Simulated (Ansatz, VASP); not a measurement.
**One calculation of GaN, two programs**

```
Ga N
1.0
     0.00000    2.28316    2.28316
     2.28316    0.00000    2.28316
     2.28316    2.28316    0.00000
Ga N
1 1
Cartesian
  0.0000 0.0000 0.0000
  1.1416 1.1416 1.1416
```

Change from the starting cell: volume scaled by 1.04.

Alike in both runs: task single point; functional PBEsol; k mesh 10 × 10 × 10; occupations fermi-dirac, width 0.05 eV; no spin polarisation.

|  | VASP | Ansatz |
| --- | --- | --- |
| version | VASP 6.6.1 | Ansatz 0.2.0 |
| potentials or method | VASP PAW PBE potentials, release 64 (Ga_d, N) | Ansatz PAW |
| plane-wave cutoff (eV) | 520 | 420 |
| valence electrons in the cell | 18 | 18 |

Ansatz gave:

```
gap on the k mesh at the Fermi level (eV) : 1.42
least direct gap on the mesh (eV)         : 1.42
pressure (GPa)                            : -7.7
```

Q: Which values does VASP return?

A: gap on the k mesh at the Fermi level (eV): 1.43; least direct gap on the mesh (eV): 1.43; pressure (GPa): -7.9.

The functional is the same, so the differences come from potentials, cutoffs and numerics.

Caveats: the PAW data sets were made with another functional, which shifts forces and pressure a little (VASP); the pressure holds a Pulay correction of +0.5 GPa for the finite cutoff (Ansatz); the PAW data sets come from PBE, with cores solved anew for the run's functional, which leaves a small shift of forces and pressure (Ansatz).
